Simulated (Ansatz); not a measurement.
Crystal: CdF2.

```
Cd F
1.0
     0.00000    2.69400    2.69400
     2.69400    0.00000    2.69400
     2.69400    2.69400    0.00000
Cd F
1 2
Direct
  0.00000 0.00000 0.00000
  0.75000 0.75000 0.75000
  0.25000 0.25000 0.25000
```

| Item | Value |
| --- | --- |
| Program | Ansatz 0.2.0 |
| Task | relaxation of cell and atoms |
| Functional | BLYP |
| Dispersion | D3(BJ) |
| Potentials or basis | Ansatz PAW |
| Cutoff | 420 eV (not typed: the program's choice for these potentials) |
| k mesh | 9 × 9 × 9 |
| Occupations | fermi-dirac, width 0.05 eV |
| Spin | no spin polarisation |

At the start: volume 13.03 Å³/atom.

Task: How do energy, volume and symmetry change on relaxing?

Result: It ends after 6 steps and the volume is 13.53 Å³/atom (+3.8 %); space group Fm-3m (No. 225, to 0.05 Å).

Step by step:
```
step  energy change (eV)  largest force (eV/Å)  volume (Å³)
   1              0.0000                0.0000        39.10
   2             -0.0102                0.0000        40.51
   3             -0.0103                0.0000        40.48
   4             -0.0186                0.0000        40.48
   5             -0.0181                0.0000        40.60
   6             -0.0190                0.0000        40.60
```

Final structure:
```
Cd F
1.0
     0.00000    2.72799    2.72799
     2.72799    0.00000    2.72799
     2.72799    2.72799    0.00000
Cd F
1 2
Direct
  0.00000 0.00000 0.00000
  0.75000 0.75000 0.75000
  0.25000 0.25000 0.25000
```

Caveat: the plane-wave basis is chosen anew once the cell has moved, so the energies of steps on either side of that aren't comparable; the pressure holds a Pulay correction of +0.8 GPa for the finite cutoff; the PAW data sets come from PBE, with cores solved anew for the run's functional, which leaves a small shift of forces and pressure.
